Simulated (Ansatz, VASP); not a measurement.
## One calculation of SiO2, two programs

Contents of POSCAR:

```
SiO2
1.0
    4.1851887975      0.0000000000      0.0000000000
    0.0000000000      4.1851887975      0.0000000000
    0.0000000000      0.0000000000      2.6688398905
Si O
2 4
Direct
    0.0000000000      0.0000000000      0.0000000000
    0.5000000000      0.5000000000      0.5000000000
    0.3061010089      0.3061010089      0.0000000000
    0.1938989911      0.8061010089      0.5000000000
    0.8061010089      0.1938989911      0.5000000000
    0.6938989911      0.6938989911      0.0000000000
```

INCAR.step1

```
ALGO = Normal
EDIFF = 1E-4
ENCUT = 520
GGA = PE
ISMEAR = 0
LASPH = True
LCHARG = False
LREAL = False
LWAVE = True
NBANDS = 25
NELM = 80
PREC = Accurate
SIGMA = 0.01
```

INCAR.step2

```
ALGO = Normal
EDIFF = 1E-6
ENCUT = 520
ISIF = 2
ISMEAR = 0
ISTART = 1
LASPH = True
LCHARG = False
LMIXTAU = True
LREAL = False
LWAVE = False
METAGGA = R2SCAN
NBANDS = 25
NELM = 80
PREC = Accurate
SIGMA = 0.01
```

KPOINTS

```
k-points
0
Gamma
  6 6 10
```

Input for Ansatz:

```yaml
crystal:
  lattice:
    - [4.1851887975, 0.0, 0.0]
    - [0.0, 4.1851887975, 0.0]
    - [0.0, 0.0, 2.6688398905]
  atoms:
    - { symbol: Si, position: [0.0, 0.0, 0.0] }
    - { symbol: Si, position: [0.5, 0.5, 0.5] }
    - { symbol: O, position: [0.3061010089, 0.3061010089, 0.0] }
    - { symbol: O, position: [0.1938989911, 0.8061010089, 0.5] }
    - { symbol: O, position: [0.8061010089, 0.1938989911, 0.5] }
    - { symbol: O, position: [0.6938989911, 0.6938989911, 0.0] }
kpoints:
  mp_grid: { grid: [6, 6, 10] }
  band_path:
    path:
      - [0.0, 0.0, 0.0]
      - [0.0, 0.5, 0.0]
      - [0.5, 0.5, 0.0]
      - [0.0, 0.0, 0.5]
      - [0.0, 0.5, 0.5]
      - [0.5, 0.5, 0.5]
    npoints: 1
hamiltonian:
  xc: r2scan
scf:
  occupations: { method: fixed }
  n_extra_bands: 5
output:
  forces: true
  stress: true
  eigenvalues: true
```

Alike in both runs: task single point; functional r2SCAN; k mesh 6 × 6 × 10; no spin polarisation.

```csv
,VASP,Ansatz
version,VASP 6.6.1,Ansatz 0.2.0
potentials or method,"VASP PAW PBE potentials, release 64 (Si, O)","plane waves, PAW"
plane-wave cutoff (eV),520,500
occupations,"gaussian, width 0.01 eV",fixed
valence electrons in the cell,32,32
```

|  | VASP | Ansatz | Ansatz less VASP |
| --- | --- | --- | --- |
| gap on the k mesh at the Fermi level (eV) | 6.51 | 6.51 | +0.003 |
| pressure (GPa) | 0.4 | 0.0 | -0.39 |
| largest component of the traceless stress (GPa) | 0.60 | 0.00 | -0.597 |
| rms of the force components (eV/Å) | 0.010 | 0.000 | -0.0101 |

Atom by atom the forces differ by 0.010 eV/Å (rms over components).

Caveats: the PAW data sets were made with another functional, which shifts forces and pressure a little (VASP). r2SCAN opens gaps a little over a GGA but as a rule still falls short of measured ones. A k mesh can miss the band edges.
